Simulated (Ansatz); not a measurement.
# SnO: the cost of one run

Program: Ansatz 0.2.0. Level of theory: DFT PBE, scalar-relativistic, plane waves, PAW. These are calculated values, not measurements.

## Step 1: The starting structure

Symmetry: Cmc2_1, No. 36, orthorhombic system. The conventional cell has a = 5.000 Å, b = 5.720 Å, c = 11.120 Å, α = 90.00°, β = 90.00°, γ = 90.00°. Sn (site symmetry m) is surrounded by 2 O at 2.15 Å. Sn (site symmetry m) has 2 O at 1.99 Å as nearest neighbours. Around O (site symmetry 1) lie 1 O at 1.80 Å and 2 Sn at 1.99 to 2.15 Å.

Coordinates:

```cif
data_structure
_symmetry_space_group_name_H-M 'Cmc2_1'
_symmetry_Int_Tables_number 36
_cell_length_a 5.0000
_cell_length_b 5.7200
_cell_length_c 11.1200
_cell_angle_alpha 90.000
_cell_angle_beta 90.000
_cell_angle_gamma 90.000
_cell_volume 318.03
loop_
_atom_site_label
_atom_site_type_symbol
_atom_site_symmetry_multiplicity
_atom_site_Wyckoff_symbol
_atom_site_fract_x
_atom_site_fract_y
_atom_site_fract_z
_atom_site_occupancy
Sn1 Sn 4 a 0.00000 0.00000 0.00000 1
Sn2 Sn 4 a 0.50000 0.94100 0.74600 1
O1 O 8 b 0.32000 0.75000 0.62000 1
```

The runs take a perfect supercell of 64 atoms; the defect goes to fractional position (0.660, 0.315, 0.380).

## Step 2: The perfect supercell

Contents of input.yaml:

```yaml
crystal:
  lattice:
    - [-10.0, 0.0, 0.0]
    - [0.0, -11.44, 0.0]
    - [0.0, 5.72, 11.12]
  atoms:
    - { symbol: Sn, position: [0.0, 0.0, 0.0] }
    - { symbol: Sn, position: [0.0, 0.5, 0.0] }
    - { symbol: Sn, position: [0.75, 0.75, 0.0] }
    - { symbol: Sn, position: [0.75, 0.25, 0.0] }
    - { symbol: Sn, position: [0.5, 0.5, 0.0] }
    - { symbol: Sn, position: [0.5, 0.0, 0.0] }
    - { symbol: Sn, position: [0.25, 0.25, 0.0] }
    - { symbol: Sn, position: [0.25, 0.75, 0.0] }
    - { symbol: Sn, position: [0.0, 0.25, 0.5] }
    - { symbol: Sn, position: [0.0, 0.75, 0.5] }
    - { symbol: Sn, position: [0.75, 0.0, 0.5] }
    - { symbol: Sn, position: [0.75, 0.5, 0.5] }
    - { symbol: Sn, position: [0.5, 0.75, 0.5] }
    - { symbol: Sn, position: [0.5, 0.25, 0.5] }
    - { symbol: Sn, position: [0.25, 0.5, 0.5] }
    - { symbol: Sn, position: [0.25, 0.0, 0.5] }
    - { symbol: Sn, position: [0.75, 0.1565, 0.254] }
    - { symbol: Sn, position: [0.75, 0.6565, 0.254] }
    - { symbol: Sn, position: [0.5, 0.9065, 0.254] }
    - { symbol: Sn, position: [0.5, 0.4065, 0.254] }
    - { symbol: Sn, position: [0.25, 0.6565, 0.254] }
    - { symbol: Sn, position: [0.25, 0.1565, 0.254] }
    - { symbol: Sn, position: [0.0, 0.4065, 0.254] }
    - { symbol: Sn, position: [0.0, 0.9065, 0.254] }
    - { symbol: Sn, position: [0.75, 0.3475, 0.754] }
    - { symbol: Sn, position: [0.75, 0.8475, 0.754] }
    - { symbol: Sn, position: [0.5, 0.0975, 0.754] }
    - { symbol: Sn, position: [0.5, 0.5975, 0.754] }
    - { symbol: Sn, position: [0.25, 0.8475, 0.754] }
    - { symbol: Sn, position: [0.25, 0.3475, 0.754] }
    - { symbol: Sn, position: [0.0, 0.5975, 0.754] }
    - { symbol: Sn, position: [0.0, 0.0975, 0.754] }
    - { symbol: O, position: [0.66, 0.315, 0.38] }
    - { symbol: O, position: [0.66, 0.815, 0.38] }
    - { symbol: O, position: [0.41, 0.065, 0.38] }
    - { symbol: O, position: [0.41, 0.565, 0.38] }
    - { symbol: O, position: [0.16, 0.815, 0.38] }
    - { symbol: O, position: [0.16, 0.315, 0.38] }
    - { symbol: O, position: [0.91, 0.565, 0.38] }
    - { symbol: O, position: [0.91, 0.065, 0.38] }
    - { symbol: O, position: [0.84, 0.315, 0.88] }
    - { symbol: O, position: [0.84, 0.815, 0.88] }
    - { symbol: O, position: [0.59, 0.065, 0.88] }
    - { symbol: O, position: [0.59, 0.565, 0.88] }
    - { symbol: O, position: [0.34, 0.815, 0.88] }
    - { symbol: O, position: [0.34, 0.315, 0.88] }
    - { symbol: O, position: [0.09, 0.565, 0.88] }
    - { symbol: O, position: [0.09, 0.065, 0.88] }
    - { symbol: O, position: [0.84, 0.315, 0.38] }
    - { symbol: O, position: [0.84, 0.815, 0.38] }
    - { symbol: O, position: [0.59, 0.065, 0.38] }
    - { symbol: O, position: [0.59, 0.565, 0.38] }
    - { symbol: O, position: [0.34, 0.815, 0.38] }
    - { symbol: O, position: [0.34, 0.315, 0.38] }
    - { symbol: O, position: [0.09, 0.565, 0.38] }
    - { symbol: O, position: [0.09, 0.065, 0.38] }
    - { symbol: O, position: [0.66, 0.315, 0.88] }
    - { symbol: O, position: [0.66, 0.815, 0.88] }
    - { symbol: O, position: [0.41, 0.065, 0.88] }
    - { symbol: O, position: [0.41, 0.565, 0.88] }
    - { symbol: O, position: [0.16, 0.815, 0.88] }
    - { symbol: O, position: [0.16, 0.315, 0.88] }
    - { symbol: O, position: [0.91, 0.565, 0.88] }
    - { symbol: O, position: [0.91, 0.065, 0.88] }
basis:
  ecutwfc: 420
  fft_grid_basis: typed
kpoints:
  mp_grid: { grid: [1, 1, 1] }
hamiltonian:
  xc: pbe
  pseudopotentials: { kind: paw }
scf:
  occupations: { method: gaussian, width: 0.05 }
output:
  forces: true
  stress: false
  eigenvalues: true
  bader: false
  write_density: true
  volumetric_format: npy
```

The run is started by

```bash
ansatz run input.yaml --threads 8 --pin off --max-ram 16384MiB --backend cpu --events-out ev --progress --plain --runs-dir out
```

Q: Estimate wall time and peak memory on 8 threads of Intel Xeon 6975P-C (Granite Rapids), shared host.

About 3.3 s, with a peak of 1.7 GiB.
